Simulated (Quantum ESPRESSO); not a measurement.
Runs of Quantum ESPRESSO 7.5 on MoS2. The structure is trigonal, space group P-3m1 (No. 164). The conventional cell has a = 3.564 Å, b = 3.564 Å, c = 5.749 Å, α = 90.00°, β = 90.00°, γ = 120.00°. Mo (site symmetry -3m) has 6 S at 2.52 Å as nearest neighbours. S (site symmetry 3m) is surrounded by 3 Mo at 2.52 Å. Measurements of this composition are mostly on another form, of space group No. 194.

| level | U | gap on the mesh (eV) | pressure (GPa) | moment (μB) | largest force (eV/Å) |
| --- | --- | --- | --- | --- | --- |
| PBEsol+U | Mo d U = 3 eV | none | -9.4 | 0.00 | 0.81 |
| PBEsol+U | Mo d U = 2 eV | none | (d) | 0.00 | 0.91 |
| PBEsol+U | Mo d U = 5 eV | none | -6.5 | 0.00 | 0.56 |
| PBEsol+U | Mo d U = 4 eV | none | -7.9 | 0.00 | 0.69 |
| PBEsol+U | Mo d U = 6 eV | none | -5.3 | 0.00 | (c) |
| PBEsol+U | Mo d U = 8 eV | none | -3.0 | 0.00 | (b) |
| PBEsol+U | Mo d U = 1 eV | none | -14.6 | 0.00 | 0.85 |
| PBEsol | - | none | (a) | 0.00 | 0.86 |

Alike in all rows: task single point; potentials or basis GBRV 1.5 PBEsol; spin collinear, antiferromagnetic start; cell as given; k mesh 4 × 4 × 4; cutoff (eV) 612; smearing gaussian 0.05 eV; the mesh is coarse, so values aren't converged.

**Question.** Estimate the missing entries.

**Answer.** (a) -15.6; (b) 0.22; (c) 0.44; (d) -10.9.

Caveats: all runs use coarse meshes.

A k mesh can miss the band edges, and the runs leave out spin-orbit coupling on Mo.

A gap of «none» marks a metal or a gap under the smearing width.
